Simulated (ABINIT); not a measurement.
Runs of ABINIT 10.8.3 (patched build) on Ti. It takes space group P6_3/mmc (No. 194, hexagonal). Conventional cell: a = 2.950 Å, b = 2.950 Å, c = 4.680 Å, α = 90.00°, β = 90.00°, γ = 120.00°. Ti (site symmetry -6m2) is surrounded by 12 Ti at 2.89 to 2.95 Å. 

| level | gap on the mesh (eV) | pressure (GPa) |
| --- | --- | --- |
| revPBE | none | 0.9 |
| PW91 | none | -1.9 |
| BLYP | none | (b) |
| AM05 | none | -5.2 |
| RPBE | none | 1.7 |
| WC | none | (a) |
| PBEsol | none | -5.5 |
| PBE | none | -1.3 |
| SCAN | none | -2.9 |
| r2SCAN | none | -2.8 |
| LDA | none | -9.5 |

Alike in all rows: task band structure; potentials or basis JTH PAW PBE v2.0; no spin polarisation; cell as given; k mesh 10 × 10 × 6; cutoff (eV) 490; smearing fermi-dirac 0.05 eV.

Fill in the values left out.

(a) -5.4; (b) 1.0.

Caveats: the PAW data sets were made with another functional, which shifts forces and pressure a little (some runs).

A gap of «none» marks a metal or a gap under the smearing width.
